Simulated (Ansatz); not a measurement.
# GeSe: the cell at several levels of theory, part 3 of 3

Ansatz 0.2.0, plane waves.

## (4) Relaxing with PBE-D4

input.yaml reads:

```yaml
crystal:
  lattice:
    - [11.0031142427, 0.0, 0.0]
    - [0.0, 3.8828187102, 0.0]
    - [0.0, 0.0, 4.4165994187]
  atoms:
    - { symbol: Ge, position: [0.124497745, 0.75, 0.8882318259] }
    - { symbol: Ge, position: [0.624497745, 0.75, 0.6117681741] }
    - { symbol: Ge, position: [0.375502255, 0.25, 0.3882318259] }
    - { symbol: Ge, position: [0.875502255, 0.25, 0.1117681741] }
    - { symbol: Se, position: [0.8546979276, 0.75, 0.500711793] }
    - { symbol: Se, position: [0.3546979276, 0.75, -0.000711793] }
    - { symbol: Se, position: [0.6453020724, 0.25, 1.000711793] }
    - { symbol: Se, position: [0.1453020724, 0.25, 0.499288207] }
kpoints:
  mp_grid: { grid: [2, 6, 6] }
hamiltonian:
  xc: pbe
  dispersion: d4
scf:
  occupations: { method: fermi_dirac, width: 0.02 }
relax:
  f_tol: 0.005
  cell: {}
```

Launch:

```console
> ansatz run input.yaml --threads 4 --pin off --max-ram 7372MiB --backend cpu --events-out ev --progress --plain --runs-dir out
```

Standard output:

```text
Warning: RAYON_NUM_THREADS=4 ignored (pool sized by the plan → 4); use --threads N
Engine: ansatz 0.2.0, aarch64-unknown-linux-gnu
Pseudopotentials: kind: paw
Pseudopotential: Ge, paw, valence charge 14, recommended cutoff 420 eV (normal), Ge.paw.azcp
Pseudopotential: Se, paw, valence charge 16, recommended cutoff 420 eV (normal), Se.paw.azcp
Functional definition: PBE
  parameter kappa = 0.804
  parameter beta = 0.06672455060314922
  exchange = pbe_x(kappa = kappa, mu = beta*pi^2/3)
  correlation = pbe_c(beta = beta)
Crystal: 8 atoms, lattice volume = 188.691 Å³
Basis set: ecut = 420 eV, 3707 PW (Γ), exchange–correlation on 150×54×60 points (8 copies of the dense FFT grid, shifted against one another)
Bands: 72, of which v1, the nominal top of the filled ones, is band 60 counted from 1 (59 counted from 0)
Symmetry: 8 space group operations
Space group: Pnma (ITA 62), of the structure as read, at distance tolerance 5.7e-5 Å
k-points: 32 of 72
Non-local potential: Ge, projectors of the file, l = 0: 2, l = 1: 2, l = 2: 3, l = 3: 1
Non-local potential: Se, projectors of the file, l = 0: 2, l = 1: 2, l = 2: 3, l = 3: 1
PAW form: soft (Blöchl's): semilocal exchange-correlation on the pseudo side does not see the compensation charge
PAW one-centre angular grid: Ge, 590 points (default); XC on 64 Gauss nodes
PAW one-centre angular grid: Se, 590 points (default); XC on 64 Gauss nodes
Initial density: superposition of atomic densities (neutral atoms: chi_scale 0, normalization atom), corrected by the library's trained network
Initial wavefunctions: pseudopotential atomic-orbital guess
Functional: x = pbe(κ = 0.804, μ = 0.2195149727645171), c = pbe(β = 0.06672455060314922)
SCF iter   1: F=—  HF=-39061.228475 eV  |F-HF|=—  |Δ(HF+E_count)|=         —  Δρ=1.36e-3  dr2=4.17e-3  ethr=1.77e-3  ⟨swp⟩=6.2  Hψ=7893  notcnv=0  defer=4
preconditioner: auto → Resta (q_TF=auto, 2.530 Å⁻¹)  ε∞=4.5  [insulator: Δε(μ)=0.717 eV  Ē_g=9.139 eV  σ=0.020 eV  W_gap=1.00  n_scr=56 (ndim 8)  ℏωp=17.1 eV  f_vac=0.001  D(μ)=0.00/eV (n_scr^D=0)  ε∞_Penn≈4.5]
SCF iter   2: F=—  HF=-39061.226708 eV  |F-HF|=—  |Δ(HF+E_count)|=   1.77e-3  Δρ=7.49e-4  dr2=1.16e-3  ethr=3.47e-6  ⟨swp⟩=2.0  Hψ=4645  notcnv=0  defer=143
SCF iter   3: F=—  HF=-39061.227180 eV  |F-HF|=—  |Δ(HF+E_count)|=   4.72e-4  Δρ=2.18e-4  dr2=1.03e-4  ethr=9.65e-7  ⟨swp⟩=2.0  Hψ=4178  notcnv=0  defer=143
SCF iter   4: F=—  HF=-39061.227149 eV  |F-HF|=—  |Δ(HF+E_count)|=   3.08e-5  Δρ=9.88e-5  dr2=2.04e-5  ethr=8.58e-8  ⟨swp⟩=2.0  Hψ=4039  notcnv=0  defer=143
SCF iter   5: F=—  HF=-39061.227065 eV  |F-HF|=—  |Δ(HF+E_count)|=   8.35e-5  Δρ=2.56e-5  dr2=1.75e-6  ethr=1.70e-8  ⟨swp⟩=2.0  Hψ=4039  notcnv=0  defer=143
SCF iter   6: F=—  HF=-39061.227066 eV  |F-HF|=—  |Δ(HF+E_count)|=   1.04e-6  Δρ=8.26e-6  dr2=1.28e-7  ethr=1.45e-9  ⟨swp⟩=2.7  Hψ=3995  notcnv=0  defer=143
SCF iter   7: F=-39061.227066 eV  HF=-39061.227067 eV  |F-HF|=3.69e-8  |Δ(HF+E_count)|=   1.09e-7  Δρ=3.32e-6  dr2=1.78e-8  ethr=8.33e-11  ⟨swp⟩=4.0  Hψ=8184  notcnv=0
SCF 1 converged in 7 iterations: F = -39061.227066 eV  dr2 = 1.78e-8
relax step   1: F+E_penalty+E_count = -39061.22706648 eV  Δ(F+E_penalty+E_count) = +0.000e0 eV  max|allowed force component| = 7.173e-3 eV/Å  Δτ_max = 0.0000 Å  P = -1.019 GPa  Ω = 188.691 Å³  (7 SCF iters, dr2 threshold 1.00e-7 eV, accepted)
Crystal: 8 atoms, lattice volume = 174.947 Å³
Basis set: ecut = 420 eV, 3425 PW (Γ), exchange–correlation on 150×54×60 points (8 copies of the dense FFT grid, shifted against one another)
Initial density: handed on by an earlier stage of this run
Initial wavefunctions: those handed on with the density
iter 1 solved again at ethr=4.12e-5 eV; its pass at ethr=3.10e-3 eV (dr2=4.95e-2 eV) is discarded
SCF iter   1: F=—  HF=-39061.244220 eV  |F-HF|=—  |Δ(HF+E_count)|=         —  Δρ=5.21e-3  dr2=5.00e-2  ethr=4.12e-5  ⟨swp⟩=2.5  Hψ=9688  notcnv=0
preconditioner: auto → Resta (q_TF=auto, 2.562 Å⁻¹)  ε∞=2.8  [insulator: Δε(μ)=0.407 eV  Ē_g=18.776 eV  σ=0.020 eV  W_gap=1.00  n_scr=56 (ndim 8)  ℏωp=25.1 eV  f_vac=0.000  D(μ)=0.00/eV (n_scr^D=0)  ε∞_Penn≈2.8]
SCF iter   2: F=—  HF=-39061.233973 eV  |F-HF|=—  |Δ(HF+E_count)|=   1.02e-2  Δρ=2.50e-3  dr2=1.03e-2  ethr=4.12e-5  ⟨swp⟩=2.2  Hψ=2862  notcnv=0
SCF iter   3: F=—  HF=-39061.232199 eV  |F-HF|=—  |Δ(HF+E_count)|=   1.77e-3  Δρ=3.96e-4  dr2=2.91e-4  ethr=8.57e-6  ⟨swp⟩=3.0  Hψ=4314  notcnv=0
SCF iter   4: F=—  HF=-39061.232250 eV  |F-HF|=—  |Δ(HF+E_count)|=   5.09e-5  Δρ=9.39e-5  dr2=1.45e-5  ethr=2.42e-7  ⟨swp⟩=2.0  Hψ=4224  notcnv=0
SCF iter   5: F=—  HF=-39061.232245 eV  |F-HF|=—  |Δ(HF+E_count)|=   4.87e-6  Δρ=3.11e-5  dr2=1.96e-6  ethr=1.21e-8  ⟨swp⟩=2.0  Hψ=4224  notcnv=0
SCF iter   6: F=-39061.232246 eV  HF=-39061.232245 eV  |F-HF|=1.39e-7  |Δ(HF+E_count)|=   7.75e-7  Δρ=9.79e-6  dr2=1.81e-7  ethr=6.67e-10  ⟨swp⟩=4.0  Hψ=7701  notcnv=0
WARN: dispersion: an atom stands within reach of a switch of its C6 between two reference coordination numbers of its element: through that C6 alone, e_disp changes by 0.025 eV or more while the distances to its neighbours run over a stretch of 0.05 Å that contains this geometry (sites counted from 0 in the run's list of atoms or, in a supercell that it derives, in that cell's: here a list of 8) — site 0 (Ge): coordination number 2.923 (about 2.67 to 3.18 with every neighbour 0.05 Å farther or nearer), switch near 3.251 between the references 2.784 (weight 0.97) and 3.718 (weight 0.02), e_disp changing by some 0.03 eV; site 1 (Ge): coordination number 2.923 (about 2.67 to 3.18 with every neighbour 0.05 Å farther or nearer), switch near 3.251 between the references 2.784 (weight 0.97) and 3.718 (weight 0.02), e_disp changing by some 0.03 eV; site 2 (Ge): coordination number 2.923 (about 2.67 to 3.18 with every neighbour 0.05 Å farther or nearer), switch near 3.251 between the references 2.784 (weight 0.97) and 3.718 (weight 0.02), e_disp changing by some 0.03 eV; site 3 (Ge): coordination number 2.923 (about 2.67 to 3.18 with every neighbour 0.05 Å farther or nearer), switch near 3.251 between the references 2.784 (weight 0.97) and 3.718 (weight 0.02), e_disp changing by some 0.03 eV; some 0.10 eV in sum. This is how the published method behaves, and the energy and the forces stay consistent. Where you compare this geometry's total energy with another's, compare their components.e_disp too, and, where the geometries are yours to choose, keep both on one side of the switch, which a site's coordination number tells: a relaxation that ends in reach of it can search the other side under relax.adjacent_minimum: search, except where no move that the cell, the constraints and the symmetry allow carries the atom there
SCF 2 converged in 6 iterations: F = -39061.232246 eV  dr2 = 1.81e-7
relax step   2: F+E_penalty+E_count = -39061.23224558 eV  Δ(F+E_penalty+E_count) = -5.179e-3 eV  max|allowed force component| = 9.985e-2 eV/Å  Δτ_max = 0.0730 Å  P = +1.127 GPa  Ω = 174.947 Å³  energy of the carried Pulay correction = +1.664e-3 eV  (6 SCF iters, dr2 threshold 8.00e-7 eV, accepted)
Crystal: 8 atoms, lattice volume = 182.845 Å³
Basis set: ecut = 420 eV, 3599 PW (Γ), exchange–correlation on 150×54×60 points (8 copies of the dense FFT grid, shifted against one another)
iter 1 solved again at ethr=1.68e-5 eV; its pass at ethr=3.10e-3 eV (dr2=2.02e-2 eV) is discarded
SCF iter   1: F=—  HF=-39061.260116 eV  |F-HF|=—  |Δ(HF+E_count)|=         —  Δρ=3.34e-3  dr2=2.03e-2  ethr=1.68e-5  ⟨swp⟩=2.2  Hψ=9679  notcnv=0
preconditioner: auto → Resta (q_TF=auto, 2.543 Å⁻¹)  ε∞=4.5  [insulator: Δε(μ)=0.591 eV  Ē_g=9.255 eV  σ=0.020 eV  W_gap=1.00  n_scr=56 (ndim 8)  ℏωp=17.4 eV  f_vac=0.000  D(μ)=0.00/eV (n_scr^D=0)  ε∞_Penn≈4.5]
SCF iter   2: F=—  HF=-39061.255884 eV  |F-HF|=—  |Δ(HF+E_count)|=   4.23e-3  Δρ=1.59e-3  dr2=3.83e-3  ethr=1.68e-5  ⟨swp⟩=2.0  Hψ=2868  notcnv=0
SCF iter   3: F=—  HF=-39061.255270 eV  |F-HF|=—  |Δ(HF+E_count)|=   6.14e-4  Δρ=3.36e-4  dr2=2.06e-4  ethr=3.19e-6  ⟨swp⟩=3.0  Hψ=4592  notcnv=0
SCF iter   4: F=—  HF=-39061.255213 eV  |F-HF|=—  |Δ(HF+E_count)|=   5.67e-5  Δρ=1.47e-4  dr2=4.26e-5  ethr=1.72e-7  ⟨swp⟩=2.0  Hψ=4224  notcnv=0
SCF iter   5: F=—  HF=-39061.255220 eV  |F-HF|=—  |Δ(HF+E_count)|=   6.43e-6  Δρ=3.22e-5  dr2=2.49e-6  ethr=3.55e-8  ⟨swp⟩=3.0  Hψ=3584  notcnv=0
SCF iter   6: F=-39061.255220 eV  HF=-39061.255221 eV  |F-HF|=4.94e-7  |Δ(HF+E_count)|=   1.20e-6  Δρ=1.55e-5  dr2=3.47e-7  ethr=6.67e-10  ⟨swp⟩=4.0  Hψ=7732  notcnv=0
SCF 3 converged in 6 iterations: F = -39061.255220 eV  dr2 = 3.47e-7
relax step   3: F+E_penalty+E_count = -39061.25522023 eV  Δ(F+E_penalty+E_count) = -2.297e-2 eV  max|allowed force component| = 1.520e-2 eV/Å  Δτ_max = 0.0448 Å  P = -0.447 GPa  Ω = 182.845 Å³  energy of the carried Pulay correction = +6.926e-4 eV  (6 SCF iters, dr2 threshold 8.00e-7 eV, accepted)
[... from here on, the SCF cycles and remarks between the steps are left out ...]
relax step   4: F+E_penalty+E_count = -39061.25915863 eV  Δ(F+E_penalty+E_count) = -3.938e-3 eV  max|allowed force component| = 1.395e-2 eV/Å  Δτ_max = 0.0084 Å  P = -0.207 GPa  Ω = 181.127 Å³  energy of the carried Pulay correction = +9.003e-4 eV  (6 SCF iters, dr2 threshold 8.00e-7 eV, accepted)
relax step   5: F+E_penalty+E_count = -39061.26097196 eV  Δ(F+E_penalty+E_count) = -1.813e-3 eV  max|allowed force component| = 8.011e-3 eV/Å  Δτ_max = 0.0092 Å  P = +0.086 GPa  Ω = 179.420 Å³  energy of the carried Pulay correction = +1.109e-3 eV  (6 SCF iters, dr2 threshold 3.59e-7 eV, accepted)
relax step   6: F+E_penalty+E_count = -39061.26093411 eV  Δ(F+E_penalty+E_count) = +3.785e-5 eV  max|allowed force component| = 1.405e-2 eV/Å  Δτ_max = 0.0081 Å  P = -0.057 GPa  Ω = 179.775 Å³  energy of the carried Pulay correction = +1.065e-3 eV  (6 SCF iters, dr2 threshold 1.09e-7 eV, accepted)
relax step   7: F+E_penalty+E_count = -39061.26132208 eV  Δ(F+E_penalty+E_count) = -3.880e-4 eV  max|allowed force component| = 5.379e-3 eV/Å  Δτ_max = 0.0087 Å  P = -0.009 GPa  Ω = 179.695 Å³  energy of the carried Pulay correction = +1.075e-3 eV  (6 SCF iters, dr2 threshold 6.57e-8 eV, accepted)
relax step   8: F+E_penalty+E_count = -39061.26133608 eV  Δ(F+E_penalty+E_count) = -1.400e-5 eV  max|allowed force component| = 6.797e-3 eV/Å  Δτ_max = 0.0059 Å  P = +0.010 GPa  Ω = 179.664 Å³  energy of the carried Pulay correction = +1.079e-3 eV  (6 SCF iters, dr2 threshold 1.81e-9 eV, accepted)
relax step   9: F+E_penalty+E_count = -39061.26122584 eV  Δ(F+E_penalty+E_count) = +1.102e-4 eV  max|allowed force component| = 1.106e-2 eV/Å  Δτ_max = 0.0107 Å  P = -0.022 GPa  Ω = 179.778 Å³  energy of the carried Pulay correction = +1.065e-3 eV  (6 SCF iters, dr2 threshold 2.89e-9 eV, rejected (line search))
relax step  10: F+E_penalty+E_count = -39061.26137827 eV  Δ(F+E_penalty+E_count) = -4.219e-5 eV  max|allowed force component| = 9.123e-4 eV/Å  Δτ_max = 0.0037 Å  P = -0.001 GPa  Ω = 179.695 Å³  energy of the carried Pulay correction = +1.075e-3 eV  (7 SCF iters, accepted)
Initial wavefunctions: pseudopotential atomic-orbital guess (no wavefunctions were taken with the density)
iter 1 solved again at ethr=8.69e-8 eV; its pass at ethr=3.10e-3 eV (dr2=1.04e-4 eV) is discarded
SCF iter   1: F=—  HF=-39061.260260 eV  |F-HF|=—  |Δ(HF+E_count)|=         —  Δρ=2.77e-5  dr2=3.06e-7  ethr=8.69e-8  ⟨swp⟩=3.0  Hψ=14387  notcnv=0
preconditioner: auto → Resta (q_TF=auto, 2.551 Å⁻¹)  ε∞=2.8  [insulator: Δε(μ)=0.484 eV  Ē_g=18.705 eV  σ=0.020 eV  W_gap=1.00  n_scr=56 (ndim 8)  ℏωp=24.8 eV  f_vac=0.000  D(μ)=0.00/eV (n_scr^D=0)  ε∞_Penn≈2.8]
SCF iter   2: F=—  HF=-39061.260255 eV  |F-HF|=—  |Δ(HF+E_count)|=   4.79e-6  Δρ=2.19e-5  dr2=3.42e-7  ethr=2.55e-10  ⟨swp⟩=2.0  Hψ=4224  notcnv=0
SCF iter   3: F=—  HF=-39061.260255 eV  |F-HF|=—  |Δ(HF+E_count)|=   2.04e-7  Δρ=7.34e-6  dr2=3.61e-8  ethr=2.55e-10  ⟨swp⟩=2.9  Hψ=3709  notcnv=0
SCF iter   4: F=—  HF=-39061.260255 eV  |F-HF|=—  |Δ(HF+E_count)|=   8.23e-9  Δρ=8.58e-7  dr2=6.26e-10  ethr=3.01e-11  ⟨swp⟩=2.0  Hψ=3584  notcnv=0
SCF iter   5: F=—  HF=-39061.260255 eV  |F-HF|=—  |Δ(HF+E_count)|=  6.55e-11  Δρ=2.52e-7  dr2=7.33e-11  ethr=1.00e-12  ⟨swp⟩=2.0  Hψ=3942  notcnv=0
SCF iter   6: F=-39061.260255 eV  HF=-39061.260255 eV  |F-HF|=1.46e-11  |Δ(HF+E_count)|=  8.73e-11  Δρ=5.93e-8  dr2=5.07e-12  ethr=1.00e-12  ⟨swp⟩=4.0  Hψ=7802  notcnv=0
SCF 11 converged in 6 iterations: F = -39061.260255 eV  dr2 = 5.07e-12
relax step  11: F+E_penalty+E_count = -39061.26025539 eV  Δ(F+E_penalty+E_count) = +1.123e-3 eV  max|allowed force component| = 9.444e-4 eV/Å  Δτ_max = 0.0000 Å  P = +0.001 GPa  Ω = 179.695 Å³  stress off target by 1.65e-3 GPa  SCF on the basis re-selected at this cell (its energy is not comparable with the rows above)  (6 SCF iters)
basis re-selected at this cell: Δ(F+E_penalty+E_count) = +1.123e-3 eV, ΔP = +0.002 GPa vs the last step (what re-selecting the basis moved, of the pressure what is left beyond the Pulay correction that the steps carried, after the strain that the cell walked since its last selection, with what the two solves' SCF thresholds leave and, on support functions, any second-order correction that the steps lacked; it is no measure of the basis error at this ecutwfc). This SCF's stress stands 1.65e-3 GPa from its target on what of the cell is left free (relax.cell.stress_tol is 5.00e-2 GPa) and its largest allowed force component is 9.44e-4 eV/Å (relax.f_tol is 5.00e-3 eV/Å): within both
SCF converged after 6 iterations
Free energy (F): -39061.260255 eV
Harris-Foulkes:  -39061.260255 eV  (|F-HF|=1.46e-11)
Internal energy: -39061.260255 eV  (E = F + TS)
E sigma→0 (E₀):  -39061.260255 eV
Entropy (-TS):   -0.000000 eV (-0.000 meV/atom)
Fermi energy:    9.274202 eV
--- Per-component energies (eV) ---
  E_band       = -2042.487088
  E_kinetic    = 912.979712
  E_local      = -18503.126523  (includes V_loc(G=0)·N_el)
  E_nonlocal   = -725.636019
  E_hartree    = 8631.739227
  E_xc         = -718.994932
  E_vxc        = -650.120550  (∫ρ·V_xc dr)
  E_paw        = -15705.229805  (= ΣΔE_a)
  E_vpaw       = -340.061037  (= ΣTr[D̂ρ^β])
  E_aug_tail   = -0.001176  (compensation charges beyond the density's cutoff)
  E_ewald      = -12949.654722
  E_disp       = -3.336017  (pairwise vdW)
  E_smearing   = -0.000000  (= −TS)
  E_closure    = 0.000000  (closes the sum)
  Σ components = -39061.260255   (vs F -39061.260255, Δ=0.00e0)
--- Forces (eV/Å), atoms counted from 1 ---
  atom   1  Ge     0.00022760     0.00000000     0.00014970
  atom   2  Ge     0.00022760    -0.00000000    -0.00014970
  atom   3  Ge    -0.00022760     0.00000000     0.00014970
  atom   4  Ge    -0.00022760    -0.00000000    -0.00014970
  atom   5  Se     0.00094442     0.00000000    -0.00008376
  atom   6  Se     0.00094442    -0.00000000     0.00008376
  atom   7  Se    -0.00094442     0.00000000    -0.00008376
  atom   8  Se    -0.00094442    -0.00000000     0.00008376
  max |Σ_I F_I| component: 1.36e-20 eV/Å
--- Stress (GPa, compression-positive) ---
        0.001648       0.000000      -0.000000
        0.000000       0.001343      -0.000000
       -0.000000      -0.000000       0.000470
  P = ⅓ Tr σ = 0.0012 GPa (0.012 kbar)
--- Relaxed structure (10 steps of the walk, 9 accepted, 1 SCFs on fresh bases) ---
  F+E_penalty+E_count = -39061.26025539 eV   max|allowed force component| = 9.444e-4 eV/Å   (the final SCF, on the basis selected at the relaxed cell)
  cell:  # Å, volume = 179.6953 Å³
    - [10.82615387059494, 0.0, 0.0]
    - [0.0, 3.8684462662027843, 0.0]
    - [0.0, 0.0, 4.290678257125537]
  atoms:
    - { symbol: Ge, position: [0.12129465561027886, 0.75, 0.8949646345828076] }
    - { symbol: Ge, position: [0.6212946556102787, 0.75, 0.6050353654171923] }
    - { symbol: Ge, position: [0.37870534438972125, 0.25, 0.3949646345828074] }
    - { symbol: Ge, position: [0.878705344389721, 0.25, 0.10503536541719252] }
    - { symbol: Se, position: [0.8555970475862382, 0.75, 0.5034563591747578] }
    - { symbol: Se, position: [0.3555970475862381, 0.75, -0.0034563591747579056] }
    - { symbol: Se, position: [0.6444029524137618, 0.25, 1.0034563591747576] }
    - { symbol: Se, position: [0.1444029524137619, 0.25, 0.49654364082524205] }
```

Wall time 74 s (4 threads of Arm Neoverse V1, shared host); peak memory 0.82 GiB.

Step by step:

```
step  energy change (meV/atom)  largest force (eV/Å)  pressure (GPa)  volume (Å³/atom)
   1                       0.0                0.0072           -1.02            23.586
   2                      -0.6                0.0998            1.13            21.868
   3                      -3.5                0.0152           -0.45            22.856
   4                      -4.0                0.0139           -0.21            22.641
   5                      -4.2                0.0080            0.09            22.428
   6                      -4.2                0.0140           -0.06            22.472
   7                      -4.3                0.0054           -0.01            22.462
   8                      -4.3                0.0068            0.01            22.458
  9*                      -4.3                0.0111           -0.02            22.472
  10                      -4.3                0.0009            0.00            22.462
  11                      -4.1                0.0009            0.00            22.462
```

A star marks a trial step that the optimiser took back.

Step 11 solves the same cell on a plane-wave basis chosen anew, so the energy can jump there without a move.

The table lists every geometry solved, with passes on a fresh basis, whose energies don't compare exactly with the rows above.

```
                       before   after   change
                a (Å)  11.003  10.826  -1.61 %
                b (Å)   3.883   3.868  -0.37 %
                c (Å)   4.417   4.291  -2.85 %
     volume (Å³/atom)  23.586  22.462  -4.77 %
shortest distance (Å)   2.580   2.574  -0.24 %
          space group    Pnma    Pnma     same
```

## (5) Results

What follows sums up all 3 parts.

| level | a (Å) | b (Å) | c (Å) | volume (Å³/atom) | space group | SCF geometries |
| --- | --- | --- | --- | --- | --- | --- |
| PBE-D3(BJ) | 11.003 | 3.883 | 4.417 | 23.586 | Pnma | 9 |
| r2SCAN+rVV10 | 11.010 | 3.804 | 4.536 | 23.752 | Pnma | 9 |
| PBE-D4 | 10.826 | 3.868 | 4.291 | 22.462 | Pnma | 11 |

In words: From the start to the first minimum the volume moved by +4.5 %. PBE-D4 gives the smallest cell and r2SCAN+rVV10 the largest; they differ by 5.7 % in volume, a mean of 1.9 % in length. A measured a is 10.82 Å (quoted in “Liquid-Phase Exfoliated GeSe Nanoflakes for Photoelectrochemical-Type Photodetectors and Photoelectrochemical Water Splitting”, 2020, pmc:8011798); the misses are PBE-D3(BJ) +1.7 %, r2SCAN+rVV10 +1.8 %, PBE-D4 +0.1 %. 2 values of this kind are on record (10.82 to 10.84 Å); this one was drawn at random. A measured c is 4.403 Å (quoted in “Liquid-Phase Exfoliated GeSe Nanoflakes for Photoelectrochemical-Type Photodetectors and Photoelectrochemical Water Splitting”, 2020, pmc:8011798); the misses are PBE-D3(BJ) +0.3 %, r2SCAN+rVV10 +3.0 %, PBE-D4 -2.6 %. The calculation is for a static lattice, without the thermal expansion and zero-point motion that a deposited cell holds.
